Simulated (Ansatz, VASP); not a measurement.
In: VASP beside Ansatz

```
CELL_PARAMETERS angstrom
3.31310 0.00000 0.00000
-1.65655 2.86923 0.00000
0.00000 0.00000 5.47217
ATOMIC_POSITIONS crystal
In 0.66667 0.33333 0.75000
In 0.33333 0.66667 0.25000
```

This isn't the form of In at room conditions, which is tetragonal.

Alike in both runs: task single point; functional r2SCAN; k mesh 9 × 9 × 5; occupations fermi-dirac, width 0.05 eV; no spin polarisation.

|  | VASP | Ansatz |
| --- | --- | --- |
| version | VASP 6.6.1 | Ansatz 0.2.0 |
| potentials or method | VASP PAW PBE potentials, release 64 (In_d) | Ansatz PAW |
| plane-wave cutoff (eV) | 520 | 500 |
| valence electrons in the cell | 26 | 26 |

VASP gave:

```
gap on the k mesh at the Fermi level (eV)       : none
pressure (GPa)                                  : 0.6
largest component of the traceless stress (GPa) : 0.51
```

Task: What did Ansatz give for the same quantities?

Result: gap on the k mesh at the Fermi level (eV): none; pressure (GPa): 0.6; largest component of the traceless stress (GPa): 0.52.

A gap of «none» marks a metal or a gap that the smearing closes. The functional is the same, so the differences come from potentials, cutoffs and numerics.

Caveats: the PAW data sets were made with another functional, which shifts forces and pressure a little (VASP); the PAW data sets come from PBE, with cores solved anew for the run's functional, which leaves a small shift of forces and pressure (Ansatz).
